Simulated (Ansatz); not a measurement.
Ansatz input

```yaml
crystal:
  lattice:
    - [2.2874223983, 0.0, 0.0]
    - [0.0, 2.2874223983, 0.0]
    - [0.0, 0.0, 2.2874223983]
  atoms:
    - { symbol: Mn, position: [0.0, 0.0, 0.0], spin: 0.44 }
hamiltonian:
  xc: pbe
  pseudopotentials:
    kind: paw
    azcp:
      Mn: "pseudopotentials/Mn.paw.azcp"
basis:
  ecutwfc: 420
  fft_grid_basis: typed
kpoints:
  mp_grid: { grid: [22, 22, 22], shift: [0, 0, 0] }
magnetization:
  spin_polarized: true
scf:
  occupations: { method: fermi_dirac, width: 0.05 }
```

Output

```
Engine: ansatz 0.2.0, x86_64-unknown-linux-gnu
Pseudopotentials: kind: paw
Pseudopotential: Mn, paw, valence charge 15, recommended cutoff 420 eV (normal) 
Functional definition: PBE
  parameter kappa = 0.804
  parameter beta = 0.06672455060314922
  exchange = pbe_x(kappa = kappa, mu = beta*pi^2/3)
  correlation = pbe_c(beta = beta)
Crystal: 1 atoms, lattice volume = 11.968 Å³
Basis set: ecut = 420 eV, 251 PW (Γ)
Bands: 12, of which v1, the nominal top of the filled ones, is band 8 counted from 1 (7 counted from 0)
Symmetry: 48 space group operations
Space group: Pm-3m (ITA 221), of the structure as read, at distance tolerance 2.3e-5 Å
Magnetic group: BNS 221.92 (UNI 1594), of the structure as read, at distance tolerance 2.3e-5 Å
k-points: 364 of 10648
Non-local potential: Mn, projectors of the file, l = 0: 3, l = 1: 2, l = 2: 3, l = 3: 1
PAW form: soft (Blöchl's): semilocal exchange-correlation on the pseudo side does not see the compensation charge
PAW one-centre angular grid: Mn, 590 points (default); XC on 64 Gauss nodes
Initial density: superposition of atomic densities (chi_scale 0.1, normalization cell)
Starting moments: Σ|m| = 0.44 μB on 1 of 1 site
Initial wavefunctions: pseudopotential atomic-orbital guess
Functional: x = pbe(κ = 0.804, μ = 0.2195149727645171), c = pbe(β = 0.06672455060314922)
SCF iter   1: F=—  HF=-3897.523873 eV  |F-HF|=—  |Δ(HF+E_count)|=         —  Δρ=1.04e-1 (↑1.04e-1 ↓5.12e-2)  dr2=1.72e0  dr2_m=1.18e-1  M=0.110 μB ∫|m|=0.111 μB  β_m=0.30  ethr=3.10e-3  ⟨swp⟩=3.7  Hψ=40887  notcnv=0
Mixer restart at iter 1: flushing history
SCF iter   2: F=—  HF=-3896.882222 eV  |F-HF|=—  |Δ(HF+E_count)|=   6.42e-1  Δρ=3.60e-2 (↑3.60e-2 ↓2.27e-2)  dr2=1.58e-1  dr2_m=2.60e-2  M=0.177 μB ∫|m|=0.178 μB  β_m=0.36  ethr=3.10e-3  ⟨swp⟩=3.4  Hψ=21290  notcnv=0  defer=71
SCF iter   3: F=—  HF=-3897.341294 eV  |F-HF|=—  |Δ(HF+E_count)|=   4.59e-1  Δρ=1.50e-2 (↑1.08e-2 ↓1.50e-2)  dr2=2.66e-2  dr2_m=8.54e-4  M=0.236 μB ∫|m|=0.239 μB  β_m=0.62  ethr=1.06e-3  ⟨swp⟩=2.1  Hψ=11916  notcnv=0  defer=71
SCF iter   4: F=—  HF=-3897.801286 eV  |F-HF|=—  |Δ(HF+E_count)|=   4.60e-1  Δρ=1.68e-2 (↑1.68e-2 ↓8.16e-3)  dr2=4.94e-2  dr2_m=3.19e-3  M=0.294 μB ∫|m|=0.299 μB  β_m=0.81  ethr=1.77e-4  ⟨swp⟩=2.8  Hψ=16377  notcnv=0  defer=67
SCF iter   5: F=—  HF=-3897.893871 eV  |F-HF|=—  |Δ(HF+E_count)|=   9.26e-2  Δρ=3.74e-3 (↑3.74e-3 ↓2.83e-3)  dr2=1.71e-4  dr2_m=1.17e-3  M=0.345 μB ∫|m|=0.353 μB  β_m=0.91  ethr=1.77e-4  ⟨swp⟩=3.1  Hψ=18810  notcnv=0  defer=55
SCF iter   6: F=—  HF=-3897.896224 eV  |F-HF|=—  |Δ(HF+E_count)|=   2.35e-3  Δρ=3.91e-3 (↑3.91e-3 ↓2.27e-3)  dr2=2.98e-4  dr2_m=1.03e-3  M=0.378 μB ∫|m|=0.388 μB  β_m=0.50  ethr=1.14e-6  ⟨swp⟩=2.4  Hψ=18607  notcnv=0  defer=55
SCF iter   7: F=—  HF=-3897.896414 eV  |F-HF|=—  |Δ(HF+E_count)|=   1.90e-4  Δρ=1.49e-3 (↑1.49e-3 ↓1.06e-3)  dr2=5.02e-4  dr2_m=1.19e-5  M=0.436 μB ∫|m|=0.448 μB  β_m=0.77  ethr=1.14e-6  ⟨swp⟩=2.1  Hψ=15686  notcnv=0  defer=56
SCF iter   8: F=—  HF=-3897.896359 eV  |F-HF|=—  |Δ(HF+E_count)|=   5.48e-5  Δρ=1.13e-3 (↑1.13e-3 ↓4.00e-4)  dr2=1.86e-4  dr2_m=1.94e-5  M=0.446 μB ∫|m|=0.459 μB  β_m=0.81  ethr=1.14e-6  ⟨swp⟩=1.0  Hψ=8834  notcnv=0  defer=56
SCF iter   9: F=—  HF=-3897.896294 eV  |F-HF|=—  |Δ(HF+E_count)|=   6.52e-5  Δρ=2.28e-4 (↑2.28e-4 ↓8.30e-5)  dr2=7.80e-6  dr2_m=7.67e-7  M=0.445 μB ∫|m|=0.457 μB  β_m=0.77  ethr=1.14e-6  ⟨swp⟩=1.3  Hψ=9279  notcnv=0  defer=56
SCF iter  10: F=—  HF=-3897.896292 eV  |F-HF|=—  |Δ(HF+E_count)|=   2.18e-6  Δρ=2.78e-5 (↑2.78e-5 ↓1.35e-5)  dr2=1.46e-7  dr2_m=7.83e-9  M=0.444 μB ∫|m|=0.456 μB  β_m=0.85  ethr=5.20e-8  ⟨swp⟩=1.9  Hψ=10142  notcnv=0  defer=56
SCF iter  11: F=—  HF=-3897.896292 eV  |F-HF|=—  |Δ(HF+E_count)|=   3.39e-8  Δρ=5.97e-6 (↑5.97e-6 ↓5.06e-6)  dr2=6.57e-11  dr2_m=3.32e-9  M=0.444 μB ∫|m|=0.456 μB  β_m=0.87  ethr=9.72e-10  ⟨swp⟩=2.2  Hψ=11755  notcnv=0  defer=56
SCF iter  12: F=-3897.896292 eV  HF=-3897.896292 eV  |F-HF|=4.55e-12  |Δ(HF+E_count)|=  9.69e-11  Δρ=5.05e-7 (↑5.05e-7 ↓4.75e-7)  dr2=7.34e-13  dr2_m=2.56e-11  M=0.444 μB ∫|m|=0.456 μB  ethr=1.00e-12  ⟨swp⟩=1.3  Hψ=26845  notcnv=0
SCF 1 converged in 12 iterations: F = -3897.896292 eV  dr2 = 7.34e-13
SCF converged after 12 iterations
Magnetization: 0.4440 μB (7.7220 up, 7.2780 down)
Absolute magnetization: 0.4562 μB (∫|ρ↑−ρ↓|, with the PAW one-centre terms)
Spin contamination: 0.0034 ħ² per cell (⟨S²⟩ above its minimum at these occupations)
Per-site moments (μB) at R_I (Å): [(0.42893603392168705, 0.94356173929875)]
Free energy (F): -3897.896292 eV
Harris-Foulkes:  -3897.896292 eV  (|F-HF|=4.55e-12)
Internal energy: -3897.882820 eV  (E = F + TS)
E sigma→0 (E₀):  -3897.889556 eV
Entropy (-TS):   -0.013472 eV (-13.472 meV/atom)
Fermi energy:    18.211040 eV
--- Per-component energies (eV) ---
  E_band       = -190.220365
  E_kinetic    = 309.414199
  E_local      = -1753.307726  (includes V_loc(G=0)·N_el)
  E_nonlocal   = 240.190803
  E_hartree    = 729.215663
  E_xc         = -114.869644
  E_vxc        = -147.152653  (∫ρ·V_xc dr)
  E_paw        = -1299.142636  (= ΣΔE_a)
  E_vpaw       = -297.796333  (= ΣTr[D̂ρ^β])
  E_aug_tail   = -0.000010  (compensation charges beyond the density's cutoff)
  E_ewald      = -2009.383470
  E_smearing   = -0.013472  (= −TS)
  E_closure    = 0.000000  (closes the sum)
  Σ components = -3897.896292   (vs F -3897.896292, Δ=0.00e0)
```

Launched by

```sh
ansatz run input.yaml --threads 1 --pin off --max-ram 3584MiB --backend cpu --events-out ev --progress --plain --runs-dir out
```

On 1 thread of Intel(R) Xeon(R) Platinum 8259CL CPU @ 2.50GHz (Skylake/Cascade Lake) (shared host) this took about 20 s of wall time and 17 s of CPU time.
